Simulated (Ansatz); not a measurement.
# Ga (fcc)

Level of theory: DFT, PBE with spin–orbit coupling, two-component spinors; plane waves to 420 eV with PAW datasets (Ansatz 0.2.0), 18×18×18 k-mesh, Gaussian smearing of 0.05 eV. The datasets are Ansatz's generated set soft_2.

```yaml
crystal:
  lattice:
    - [0.00000, 2.11626, 2.11626]
    - [2.11626, 0.00000, 2.11626]
    - [2.11626, 2.11626, 0.00000]
  atoms:
    - { symbol: Ga, position: [0.00000, 0.00000, 0.00000] }
```

At room temperature and ambient pressure Ga takes another structure.

At this volume the pressure is 0.05 GPa.

Path: Γ–X–U | K–Γ–L–W–X, with Γ = (0.000, 0.000, 0.000), X = (0.500, 0.000, 0.500), U = (0.625, 0.250, 0.625), K = (0.375, 0.375, 0.750), L = (0.500, 0.500, 0.500), W = (0.500, 0.250, 0.750) in reciprocal vectors of the calculation's cell.

Q: Is it a metal or an insulator, and if it has a gap, where are the band edges on this path?

A: A metal: bands cross the Fermi level.

Levels between -3 and 5 eV from the Fermi level at the path's named points:
```tsv
point	below E_F (eV)	above E_F (eV)
Γ		
X	-2.58 -2.58 -2.40 -2.40	4.78 4.78 4.95 4.95
U and K	-2.25 -2.25 -1.38 -1.38 -0.23 -0.23	
L		
W	-1.57 -1.57 -0.29 -0.29 -0.18 -0.18	1.41 1.41
```

The calculation's cell holds 13 valence electrons, an odd number. Without magnetic order each Kramers pair of bands takes two, so one stays part-filled and the crystal must be a metal.
